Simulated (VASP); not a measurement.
**Au: single point with PBE**

Au:

```xyz
2
Lattice="2.9000 0.0000 0.0000 -1.4500 2.5115 0.0000 0.0000 0.0000 4.8800" Properties=species:S:1:pos:R:3 pbc="T T T"
Au    1.4500    0.8372    1.2200
Au    0.0000    1.6743    3.6600
```

This isn't the form of Au at room conditions, which is fcc.

| Quantity | Value |
| --- | --- |
| Program | VASP 6.6.1 |
| Task | single point |
| Functional | PBE |
| Potentials or basis | VASP PAW PBE potentials, release 64 (Au) |
| Cutoff | 520 eV |
| k mesh | 11 × 11 × 6 |
| Occupations | gaussian, width 0.05 eV |
| Spin | no spin polarisation |

```yaml
Pressure: 1.6 GPa
Band_gap_on_the_k_mesh: none (metal or under the smearing width)
```

Stress tensor (GPa, compression positive):
```
1.93 0.00 0.00
0.00 1.93 0.00
0.00 0.00 0.94
```

Levels at points of the mesh, in eV from the Fermi level:
```csv
k point,band 9,band 10,band 11,band 12,band 13,band 14
"(0.00, 0.00, 0.00)",-3.40,-2.14,-2.14,-0.94,2.47,14.64
"(0.00, 0.00, 0.50)",-2.57,-2.57,-2.57,-2.57,10.33,10.33
```

Wall time 44 s on 1 thread of AMD EPYC 7R43 64-Core Processor (Zen 3) (shared host), peak memory 0.14 GiB.

The run has no spin-orbit coupling, so splittings on Au are missing.
